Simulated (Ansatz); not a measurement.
## Electrons against holes in AgBr — Ansatz, plane waves and PAW

Space group Fm-3m (No. 225), 2 atoms in the cell of the first input below: a = 4.081 Å, b = 4.081 Å, c = 4.081 Å, α = 60.00°, β = 60.00°, γ = 60.00°.

The structure is a measured one, not always of the ambient phase, taken without relaxation (pressure 0.3 GPa with this functional, without spin–orbit coupling). Functional: r2SCAN.

Spin–orbit coupling is left out. Kohn–Sham gap between the band edges found on a fine mesh: 1.29 eV.

Levels at points 0.012 Å⁻¹ about the band edges give the masses:

```yaml
crystal:
  lattice:
    - [0.0, 2.8860507273, 2.8860507273]
    - [2.8860507273, 0.0, 2.8860507273]
    - [2.8860507273, 2.8860507273, 0.0]
  atoms:
    - { symbol: Ag, position: [0.5, 0.5, 0.5] }
    - { symbol: Br, position: [0.0, 0.0, 0.0] }
basis:
  ecutwfc: 500
  ecutrho_ratio: 4
kpoints:
  mp_grid: { grid: [10, 10, 10] }
hamiltonian:
  xc: r2scan
scf:
  occupations: { method: gaussian, width: 0.05 }
output:
  forces: true
  stress: true
  eigenvalues: true
  eigenstates:
    kpoints:
      - [0.0, 0.0, -0.5]
      - [0.0, 0.005511951, -0.494488049]
      - [0.0, -0.005511951, -0.505511951]
      - [0.005511951, 0.0, -0.494488049]
      - [-0.005511951, 0.0, -0.505511951]
      - [0.005511951, 0.005511951, -0.5]
      - [-0.005511951, -0.005511951, -0.5]
      - [0.003897538, 0.003897538, -0.492204924]
      - [-0.003897538, -0.003897538, -0.507795076]
      - [0.003897538, 0.007795076, -0.496102462]
      - [-0.003897538, -0.007795076, -0.503897538]
      - [0.007795076, 0.003897538, -0.496102462]
      - [-0.007795076, -0.003897538, -0.503897538]
      - [0.006364653, 0.006364653, -0.493635347]
      - [-0.006364653, -0.006364653, -0.506364653]
      - [0.0, 0.0, 0.0]
      - [0.0, 0.005511951, 0.005511951]
      - [0.0, -0.005511951, -0.005511951]
      - [0.005511951, 0.0, 0.005511951]
      - [-0.005511951, 0.0, -0.005511951]
      - [0.005511951, 0.005511951, 0.0]
      - [-0.005511951, -0.005511951, 0.0]
      - [0.003897538, 0.003897538, 0.007795076]
      - [-0.003897538, -0.003897538, -0.007795076]
      - [0.003897538, 0.007795076, 0.003897538]
      - [-0.003897538, -0.007795076, -0.003897538]
      - [0.007795076, 0.003897538, 0.003897538]
      - [-0.007795076, -0.003897538, -0.003897538]
      - [0.006364653, 0.006364653, 0.006364653]
      - [-0.006364653, -0.006364653, -0.006364653]
    de_dk: true
    e_range: [-1.248376674127, 1.244367227363]
```

```bash
ansatz run input.yaml --threads 4 --pin off --max-ram 9216MiB --backend cpu --events-out ev --progress --plain --runs-dir out
```

Time: 4.5 s on 4 threads of Intel(R) Xeon(R) Processor @ 2.50GHz (Skylake/Cascade Lake), on a shared host, peak memory 0.5 GiB.

Edges at k = (0.000, 0.000, -0.500) and (0.000, 0.000, 0.000); masses in electron masses along fixed Cartesian directions (which need not be the axes of a valley), negative for hole-like bands, for at most the three nearest levels of the same spin at these k-points, within 0.3 eV:

```
      edge  band  from the edge (meV)  degeneracy      x      y      z    111
conduction     1                    0           1  0.216  0.216  0.216  0.217
```

These curvatures agree with the slopes at the same points. They hold at the edge alone, and further out the bands need not be parabolic.

Masses are left out for the valence bands: curvatures from levels and from slopes, or those of degenerate partners, don't bear each other out.

The states of the whole zone with their velocity products:

```yaml
crystal:
  lattice:
    - [0.0, 2.8860507273, 2.8860507273]
    - [2.8860507273, 0.0, 2.8860507273]
    - [2.8860507273, 2.8860507273, 0.0]
  atoms:
    - { symbol: Ag, position: [0.5, 0.5, 0.5] }
    - { symbol: Br, position: [0.0, 0.0, 0.0] }
basis:
  ecutwfc: 500
  ecutrho_ratio: 4
kpoints:
  mp_grid: { grid: [10, 10, 10] }
hamiltonian:
  xc: r2scan
scf:
  occupations: { method: gaussian, width: 0.05 }
output:
  forces: true
  stress: true
  eigenvalues: true
  states_by_energy: { minimum_broadening: 0.025 }
```

```bash
ansatz run input.yaml --threads 4 --pin off --max-ram 9216MiB --backend cpu --events-out ev --progress --plain --runs-dir out
```

Time: 6.8 min on 4 threads of Intel(R) Xeon(R) Processor @ 2.50GHz (Skylake/Cascade Lake), on a shared host, peak memory 1.3 GiB.

From that table, at a constant relaxation time τ with Fermi–Dirac weights and rigid bands:

```
T (K)  doping (cm⁻³)  μ − E_F (eV)  σ_xx/τ (10²⁰/Ω m s)  S_xx (μV/K)  Lorenz (10⁻⁸ V²/K²)  ħω_p,xx (eV)
  300         n 1e19         0.712               0.0124         -125                 2.08         0.246
  300         p 1e19        -0.559              0.00411          522                 1.86         0.142
  300         n 1e20         0.978                0.112          -32                 2.39         0.740
  300         p 1e20        -0.621               0.0411          326                 1.86         0.448
  300         n 1e21         1.747                0.806          -20                 2.45         1.986
  300         p 1e21        -0.702                0.406          147                 1.90         1.410
  600         n 1e19         0.683               0.0121         -200                 1.94         0.244
  600         p 1e19        -0.413              0.00398          602                 1.55         0.140
  600         n 1e20         0.971                0.111          -63                 2.28         0.737
  600         p 1e20        -0.534               0.0398          404                 1.55         0.441
  600         n 1e21         1.739                0.803          -39                 2.50         1.983
  600         p 1e21        -0.670                0.394          209                 1.61         1.389
```

A solid of this composition melts, sublimes or decomposes by about 700 K (handbook value), so the run's rows at 900 K, above that, are left out.

**Question.** Which of the dopings listed at 300 K has the largest power factor S²σ/τ along x?

**Answer.** n 1e19: 0.19, p 1e19: 1.1, n 1e20: 0.11, p 1e20: 4.4, n 1e21: 0.34, p 1e21: 8.7 (10¹¹ W/m K² s), so p 1e21 cm⁻³, if τ is the same for all.

**Question.** What conductivity mass along x follows from the plasma energy at 1e19 electrons per cm³ and 300 K, and how does it compare with the band-edge mass?

**Answer.** (ħω_p)² = ħ² n e²/(ε0 m) gives m = 0.227, against 0.216 at the edge: the two agree within a tenth.

Caveats: changes of phase at these temperatures weren't checked; no scattering is computed, and the gap isn't corrected; spin–orbit coupling, left out, splits the Br p valence bands by some tenths of an eV, so hole masses, degeneracies and p rows are those of the unsplit bands.

AgBr has an indirect gap here, from L to Γ, and its two carriers behave very differently. The conduction minimum is s-like and strongly dispersive, giving a light, isotropic electron. In rock salt, inversion symmetry forbids mixing of Ag 4d with Br 4p at Γ but allows it at L, where the antibonding combination is pushed up to form the valence maximum. Several equivalent valleys and flatter bands give holes a large density of states, hence a lower σ/τ but a much larger Seebeck coefficient than electrons at every listed doping. Because S enters squared, holes win on power factor. For electrons, the plasma energy grows more slowly than the square root of the density, a sign of nonparabolicity away from Γ.

The gap of 1.29 eV is well below the measured one, as is usual for semilocal exchange-correlation. The p-type advantage belongs to the band structure and doesn't establish a better thermoelectric: in so polar a crystal, the heavier holes probably couple more strongly to optical phonons, so an equal τ likely flatters them.
